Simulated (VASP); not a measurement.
A run of VASP 6.6.1:

The input INCAR:

```
SYSTEM = Bi
  ALGO = Normal
  EDIFF = 1E-6
  EDIFFG = -0.01
  ENCUT = 600
  IBRION = 2
  ISIF = 3
  ISMEAR = 1
  LASPH = .True.
  LCHARG = .False.
  LMIXTAU = .True.
  LREAL = .False.
  LWAVE = .False.
  METAGGA = R2SCAN
  NELM = 80
  NSW = 90
  PREC = Accurate
  SIGMA = 0.1
```

The input KPOINTS:

```
k-points
0
Gamma
  14 14 14
  0 0 0
```

POSCAR

```
Bi
1.0
   -1.9814305300      1.9814305300      1.9814305300
    1.9814305300     -1.9814305300      1.9814305300
    1.9814305300      1.9814305300     -1.9814305300
Bi
1
Direct
    0.0000000000      0.0000000000      0.0000000000
```

Potentials or basis: VASP PAW PBE potentials, release 64 (Bi_d).

Run with:

```bash
$ cat potpaw_PBE.64/Bi_d/POTCAR > POTCAR
$ mpirun -np 1 vasp_std > vasp.out
```

Hardware: 1 thread of AMD EPYC 9R45 96-Core Processor (Zen 5), with other jobs on the host.

Question: How long does it take, and how much memory?

Answer: Wall time 3.6 min on 1 thread of AMD EPYC 9R45 96-Core Processor (Zen 5) (shared host), peak memory 0.17 GiB. Counts: scf iterations 32, k points 104, ion steps 3.
